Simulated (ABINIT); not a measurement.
# Ta (Im-3m) in ABINIT: a series of runs

Aim: see how the results for Ta move with the level of theory and the settings. Levels: AM05, BLYP+D3, PBEsol, SOGGA. Tasks: equation of state, band structure.

All numbers are computed with ABINIT 10.8.3 (patched build); they aren't measurements. Logs are shortened: lines on timing, memory, paths and dates and some standing lists are left out, and cuts for length are marked. The log counts tension as positive stress, the text compression.

**Measured values to compare with.**

From “Refinement of the equation of state of tantalum”, 2004, arxiv:cond-mat/0403080, for a bulk crystal of Ta: bulk modulus 194 GPa.

From “Pressure effects on the electronic structure and superconductivity of (TaNb)0.67(HfZrTi)0.33 high entropy alloy”, 2019, arxiv:1910.08312, for a bulk crystal of Ta: bulk modulus 194 GPa.

How close the calculation comes is told below.

### Step 1. Starting point

Symmetry: Im-3m, No. 229, cubic system. The conventional cell has a = 3.303 Å, b = 3.303 Å, c = 3.303 Å, α = 90.00°, β = 90.00°, γ = 90.00°. Around Ta (site symmetry m-3m) lie 8 Ta at 2.86 Å.

### Step 2. Equation of state, AM05

run.abi

```
ndtset 7
getwfk -1
scalecart1 3*0.9795861087
scalecart2 3*0.9864848297
scalecart3 3*0.9932883884
scalecart4 3*1.0000000000
scalecart5 3*1.0066227096
scalecart6 3*1.0131594038
scalecart7 3*1.0196128224

pp_dirpath "./"
pseudos "Ta.GGA_PBE-JTH.xml"

acell 3*1.0 Angstrom
rprim
    -1.6512800000     1.6512800000     1.6512800000
     1.6512800000    -1.6512800000     1.6512800000
     1.6512800000     1.6512800000    -1.6512800000
ntypat 1
znucl 73
natom 1
typat 1
xred
     0.0000000000     0.0000000000     0.0000000000

ecut 19.0
pawecutdg 38.0

kptopt 1
ngkpt 11 11 11
nshiftk 1
shiftk 0.0 0.0 0.0

ixc -120135

nband 11
occopt 3
tsmear 0.05 eV

nstep 100
tolvrs 1.0e-9

iomode 3
prtwf 1
prtden 0
prteig 0
prtebands 0
enunit 1
```

Potentials or basis: JTH PAW PBE v2.0.

Launch:

```console
> abinit run.abi > log 2>&1
```

run.abo:

```text
.Version 10.8.3 of ABINIT
 DATASET    1 : space group Im -3 m (#229); Bravais cI (body-center cubic)
================================================================================
 Values of the parameters that define the memory need for DATASET  1.
     intxc =       0    ionmov =       0      iscf =      17    lmnmax =      18
     lnmax =       6     mgfft =      24  mpssoang =       3    mqgrid =    3001
     natom =       1  nloc_mem =       2    nspden =       1   nspinor =       1
    nsppol =       1      nsym =      48    n1xccc =       1    ntypat =       1
    occopt =       3   xclevel =       2
       mpw =         470          nfft =       13824          nkpt =          56
 PAW method is used; the additional fine FFT grid is defined by:
   mgfftf=        30    nfftf =     27000
================================================================================
================================================================================
[... 71 lines left out ...]
 DATASET    7 : space group Im -3 m (#229); Bravais cI (body-center cubic)
================================================================================
 Values of the parameters that define the memory need for DATASET  7.
     intxc =       0    ionmov =       0      iscf =      17    lmnmax =      18
     lnmax =       6     mgfft =      24  mpssoang =       3    mqgrid =    3001
     natom =       1  nloc_mem =       2    nspden =       1   nspinor =       1
    nsppol =       1      nsym =      48    n1xccc =       1    ntypat =       1
    occopt =       3   xclevel =       2
       mpw =         525          nfft =       13824          nkpt =          56
 PAW method is used; the additional fine FFT grid is defined by:
   mgfftf=        32    nfftf =     32768
================================================================================
================================================================================

--------------------------------------------------------------------------------
------------- Echo of variables that govern the present computation ------------
--------------------------------------------------------------------------------
 -outvars: echo values of preprocessed input variables --------
            acell      1.8897261259E+00  1.8897261259E+00  1.8897261259E+00 Bohr
              amu      1.80947900E+02
             ecut      1.90000000E+01 Hartree
           enunit           1
           getwfk          -1
                       outvar_i_n : Printing only first  50 k-points.
              ixc     -120135
           jdtset        1    2    3    4    5    6    7
                       outvar_i_n : Printing only first  50 k-points.
         kptrlatt       11    0    0      0   11    0      0    0   11
          kptrlen1     5.82392158E+01
          kptrlen2     5.86493646E+01
          kptrlen3     5.90538558E+01
          kptrlen4     5.94528804E+01
          kptrlen5     5.98466196E+01
          kptrlen6     6.02352449E+01
          kptrlen7     6.06189192E+01
            natom           1
            nband          11
           ndtset           7
            ngfft          24      24      24
          ngfftdg1         30      30      30
          ngfftdg2         30      30      30
          ngfftdg3         30      30      30
          ngfftdg4         30      30      30
          ngfftdg5         32      32      32
          ngfftdg6         32      32      32
          ngfftdg7         32      32      32
             nkpt          56
            nstep         100
             nsym          48
           ntypat           1
                       prtocc : prtvol=0, do not print more k-points.
           occopt           3
        pawecutdg      3.80000000E+01 Hartree
         pawxcdev           0
           prtden           0
        prtebands           0
           prteig           0
            rprim1    -1.6175709496E+00  1.6175709496E+00  1.6175709496E+00
                       1.6175709496E+00 -1.6175709496E+00  1.6175709496E+00
                       1.6175709496E+00  1.6175709496E+00 -1.6175709496E+00
            rprim2    -1.6289626696E+00  1.6289626696E+00  1.6289626696E+00
                       1.6289626696E+00 -1.6289626696E+00  1.6289626696E+00
                       1.6289626696E+00  1.6289626696E+00 -1.6289626696E+00
            rprim3    -1.6401972500E+00  1.6401972500E+00  1.6401972500E+00
                       1.6401972500E+00 -1.6401972500E+00  1.6401972500E+00
                       1.6401972500E+00  1.6401972500E+00 -1.6401972500E+00
            rprim4    -1.6512800000E+00  1.6512800000E+00  1.6512800000E+00
                       1.6512800000E+00 -1.6512800000E+00  1.6512800000E+00
                       1.6512800000E+00  1.6512800000E+00 -1.6512800000E+00
            rprim5    -1.6622159479E+00  1.6622159479E+00  1.6622159479E+00
                       1.6622159479E+00 -1.6622159479E+00  1.6622159479E+00
                       1.6622159479E+00  1.6622159479E+00 -1.6622159479E+00
            rprim6    -1.6730098603E+00  1.6730098603E+00  1.6730098603E+00
                       1.6730098603E+00 -1.6730098603E+00  1.6730098603E+00
                       1.6730098603E+00  1.6730098603E+00 -1.6730098603E+00
            rprim7    -1.6836662614E+00  1.6836662614E+00  1.6836662614E+00
                       1.6836662614E+00 -1.6836662614E+00  1.6836662614E+00
                       1.6836662614E+00  1.6836662614E+00 -1.6836662614E+00
          spgroup         229
           tolvrs      1.00000000E-09
           tsmear      1.83746611E-03 Hartree
            typat      1
           useylm           1
                       outvars : Printing only first  50 k-points.
            znucl       73.00000

================================================================================

 chkinp: Checking input parameters for consistency, jdtset=   1.

 chkinp: Checking input parameters for consistency, jdtset=   2.

 chkinp: Checking input parameters for consistency, jdtset=   3.

 chkinp: Checking input parameters for consistency, jdtset=   4.
[... 30 lines left out ...]
 getcut : COMMENT -
  Note that boxcut > 2.2 ; recall that boxcut=Gcut(box)/Gcut(sphere) = 2
  is sufficient for exact treatment of convolution.
  Such a large boxcut is a waste : you could raise ecut
  e.g. ecut=   25.350503 Hartrees makes boxcut=2

 Fine grid specifications (used for densities):

 getcut: wavevector=  0.0000  0.0000  0.0000  ngfft=  30  30  30
         ecut(hartree)=     38.000   => boxcut(ratio)=   2.04193

--- Pseudopotential description ------------------------------------------------
- pspini: atom type   1  psp file is ./Ta.GGA_PBE-JTH.xml
 Pseudopotential format is: paw10
 basis_size (lnmax)=  6 (lmn_size= 18), orbitals=   0   0   1   1   2   2
 Spheres core radius: rc_sph= 2.41973345
 Shapefunction is SIN type: shapef(r)=[sin(pi*r/rshp)/(pi*r/rshp)]**2
 Radius for shape functions =  2.11065461
 Compensation charge density is not taken into account in XC energy/potential

   9.99818744E+02                                ecore*ucvol(ha*bohr**3)
--------------------------------------------------------------------------------

[... 7 lines left out ...]

     iter   Etot(hartree)      deltaE(h)  residm     nres2
 ETOT  1  -57.595177233148    -5.760E+01 1.259E+01 2.452E+00
 ETOT  2  -59.046484806351    -1.451E+00 1.197E-01 1.805E+00
 ETOT  3  -59.038566381561     7.918E-03 7.952E-02 4.448E-01
 ETOT  4  -59.036104442313     2.462E-03 4.707E-02 3.776E-03
 ETOT  5  -59.036310118639    -2.057E-04 2.467E-03 4.821E-03
 ETOT  6  -59.036282353746     2.776E-05 1.019E-03 5.040E-04
 ETOT  7  -59.036279662888     2.691E-06 4.452E-04 2.090E-06
 ETOT  8  -59.036279864359    -2.015E-07 1.405E-04 1.649E-06
 ETOT  9  -59.036279864198     1.613E-10 9.630E-05 1.478E-06
 ETOT 10  -59.036279860359     3.839E-09 1.777E-05 8.601E-08
 ETOT 11  -59.036279860330     2.861E-11 3.859E-05 7.187E-09
[... 1140 lines left out ...]
 Cartesian components of stress tensor (hartree/bohr^3)
  sigma(1 1)=  5.05309912E-04  sigma(3 2)=  0.00000000E+00
  sigma(2 2)=  5.05309912E-04  sigma(3 1)=  0.00000000E+00
  sigma(3 3)=  5.05309912E-04  sigma(2 1)=  0.00000000E+00

-Cartesian components of stress tensor (GPa)         [Pressure= -1.4867E+01 GPa]
- sigma(1 1)=  1.48667309E+01  sigma(3 2)=  0.00000000E+00
- sigma(2 2)=  1.48667309E+01  sigma(3 1)=  0.00000000E+00
- sigma(3 3)=  1.48667309E+01  sigma(2 1)=  0.00000000E+00

== END DATASET(S) ==============================================================
================================================================================

 -outvars: echo values of variables after computation  --------
            acell      1.8897261259E+00  1.8897261259E+00  1.8897261259E+00 Bohr
           etotal1    -5.9036279860E+01
           etotal2    -5.9036788657E+01
           etotal3    -5.9036910209E+01
           etotal4    -5.9036681831E+01
           etotal5    -5.9036133868E+01
           etotal6    -5.9035309368E+01
           etotal7    -5.9034226652E+01
            fcart1    -0.0000000000E+00 -0.0000000000E+00 -0.0000000000E+00
            fcart2    -0.0000000000E+00 -0.0000000000E+00 -0.0000000000E+00
            fcart3    -0.0000000000E+00 -0.0000000000E+00 -0.0000000000E+00
            fcart4    -0.0000000000E+00 -0.0000000000E+00 -0.0000000000E+00
            fcart5    -0.0000000000E+00 -0.0000000000E+00 -0.0000000000E+00
            fcart6    -0.0000000000E+00 -0.0000000000E+00 -0.0000000000E+00
            fcart7    -0.0000000000E+00 -0.0000000000E+00 -0.0000000000E+00
            rprim1    -1.6175709496E+00  1.6175709496E+00  1.6175709496E+00
                       1.6175709496E+00 -1.6175709496E+00  1.6175709496E+00
                       1.6175709496E+00  1.6175709496E+00 -1.6175709496E+00
            rprim2    -1.6289626696E+00  1.6289626696E+00  1.6289626696E+00
                       1.6289626696E+00 -1.6289626696E+00  1.6289626696E+00
                       1.6289626696E+00  1.6289626696E+00 -1.6289626696E+00
            rprim3    -1.6401972500E+00  1.6401972500E+00  1.6401972500E+00
                       1.6401972500E+00 -1.6401972500E+00  1.6401972500E+00
[... 9 lines left out ...]
                       1.6730098603E+00  1.6730098603E+00 -1.6730098603E+00
            rprim7    -1.6836662614E+00  1.6836662614E+00  1.6836662614E+00
                       1.6836662614E+00 -1.6836662614E+00  1.6836662614E+00
                       1.6836662614E+00  1.6836662614E+00 -1.6836662614E+00
           strten1    -2.8409381557E-04 -2.8409381557E-04 -2.8409381557E-04
                       0.0000000000E+00  0.0000000000E+00  0.0000000000E+00
           strten2    -1.1546529050E-04 -1.1546529050E-04 -1.1546529050E-04
                       0.0000000000E+00  0.0000000000E+00  0.0000000000E+00
           strten3     3.5366444111E-05  3.5366444111E-05  3.5366444111E-05
                       0.0000000000E+00  0.0000000000E+00  0.0000000000E+00
           strten4     1.7234266103E-04  1.7234266103E-04  1.7234266103E-04
                       0.0000000000E+00  0.0000000000E+00  0.0000000000E+00
           strten5     2.9340786126E-04  2.9340786126E-04  2.9340786126E-04
                       0.0000000000E+00  0.0000000000E+00  0.0000000000E+00
           strten6     4.0380141450E-04  4.0380141450E-04  4.0380141450E-04
                       0.0000000000E+00  0.0000000000E+00  0.0000000000E+00
           strten7     5.0530991195E-04  5.0530991195E-04  5.0530991195E-04
                       0.0000000000E+00  0.0000000000E+00  0.0000000000E+00
 Calculation completed.
```

Wall time 56 s (1 thread of Intel Xeon Platinum 8488C (Sapphire Rapids), shared host); peak memory 0.13 GiB.

Results:

```
Equilibrium volume                      : 17.59 Å³/atom
Bulk modulus                            : 211 GPa
Pressure derivative of the bulk modulus : 4.2
```

Energy against volume, from the lowest point:
```tsv
volume (Å³/atom)	energy (meV/atom)
16.930	17.15
17.290	3.31
17.650	0.00
18.010	6.21
18.371	21.13
18.731	43.56
19.091	73.02
```

Caveat: pressures at fixed basis lie under the slope of the energies; the PAW data sets were made with another functional, which shifts forces and pressure a little. Spin-orbit coupling is left out, which matters for the levels of Ta.

### Step 3. Equation of state, BLYP+D3

run.abi, as its differences from that of step 2:

```diff
@@ -33,3 +33,4 @@
 
-ixc -120135
+ixc -106131
+vdw_xc 6
 
@@ -47,2 +48 @@
 prtebands 0
-enunit 1
```

Potentials or basis: JTH PAW PBE v2.0.

Launch:

```console
> abinit run.abi > log 2>&1
```

Run time: 51 s. Hardware: 1 thread of Intel Xeon Platinum 8488C (Sapphire Rapids), shared host; peak memory 0.14 GiB.

Results (log left out):

```
Equilibrium volume                      : 17.54 Å³/atom
Bulk modulus                            : 222 GPa
Pressure derivative of the bulk modulus : 4.0
```

Energy against volume, from the lowest point:
| volume (Å³/atom) | energy (meV/atom) |
| --- | --- |
| 16.930 | 14.99 |
| 17.290 | 2.10 |
| 17.650 | 0.00 |
| 18.010 | 8.05 |
| 18.371 | 25.03 |
| 18.731 | 50.05 |
| 19.091 | 82.38 |

Caveat: pressures at fixed basis lie under the slope of the energies; the PAW data sets were made with another functional, which shifts forces and pressure a little. Spin-orbit coupling is left out, which matters for the levels of Ta.

### Step 4. Band structure, PBEsol

run.abi

```
# Datasets: ground state, then fixed potential
ndtset 2

# Pseudopotentials
pp_dirpath "./"
pseudos "Ta.GGA_PBE-JTH.xml"

# Structure
acell 2.8601008575 2.8601008575 2.8601008575 Angstrom
rprim
    -0.5773502692     0.5773502692     0.5773502692
     0.5773502692    -0.5773502692     0.5773502692
     0.5773502692     0.5773502692    -0.5773502692
ntypat 1
znucl 73
natom 1
typat 1
xred
     0.0000000000     0.0000000000     0.0000000000

# Plane-wave basis
ecut 517.016339 eV
pawecutdg 38.0

# Exchange and correlation
ixc -116133

# Bands and occupations
occopt 3
tsmear 0.05 eV

# SCF cycle
nstep 100

# Output
iomode 3
prtwf 0
prteig 0
prtebands 0
enunit 1
prtden1 1
prtvha1 1
prtvclmb1 1
prtpot1 1

# Dataset 1
kptopt1 1
ngkpt1 11 11 11
nshiftk1 1
shiftk1 0.0 0.0 0.0
nband1 11
tolvrs1 1.0e-9

# Dataset 2: bands along G-H-N-G-P-H
iscf2 -2
getden2 1
nband2 17
nbdbuf2 4
tolwfr2 1.0e-11
kptopt2 -5
ndivsm2 5
prteig2 1
kptbounds2
     0.0000000000     0.0000000000     0.0000000000
     0.5000000000    -0.5000000000     0.5000000000
     0.0000000000     0.0000000000     0.5000000000
     0.0000000000     0.0000000000     0.0000000000
     0.2500000000     0.2500000000     0.2500000000
     0.5000000000    -0.5000000000     0.5000000000
```

Launch:

```console
> abinit run.abi > log 2>&1
```

Wall time 15 s (1 thread of Intel Xeon Platinum 8488C (Sapphire Rapids), shared host); peak memory 0.11 GiB.

It converged, with:

* Free energy: -1606.2903 eV
* Pressure: -4.3 GPa
* Band gap on the k mesh: none (metal or under the smearing width)
* Valence electrons inside the program's atomic spheres: Ta 10.67 (radii [1.2805] Å)

Levels at the corners of the path, in eV from the Fermi level:
| point | band 3 | band 4 | band 5 | band 6 | band 7 | band 8 | band 9 | band 10 |
| --- | --- | --- | --- | --- | --- | --- | --- | --- |
| Γ | -33.02 | -33.02 | -7.92 | 0.73 | 0.73 | 0.73 | 4.01 | 4.01 |
| H | -33.84 | -33.84 | -3.80 | -3.80 | 6.86 | 6.86 | 6.86 | 8.65 |
| N | -33.40 | -33.03 | -4.38 | -1.54 | 1.61 | 3.88 | 4.92 | 7.83 |
| Γ | -33.02 | -33.02 | -7.92 | 0.73 | 0.73 | 0.73 | 4.01 | 4.01 |
| P | -33.62 | -33.62 | -1.22 | -1.22 | -1.22 | 5.09 | 5.09 | 7.05 |
| H | -33.84 | -33.84 | -3.80 | -3.80 | 6.86 | 6.86 | 6.86 | 8.65 |

Caveat: the PAW data sets were made with another functional, which shifts forces and pressure a little; spin-orbit coupling is left out, which moves the levels of the heavy elements.

(Continued in part 2 of 2.)
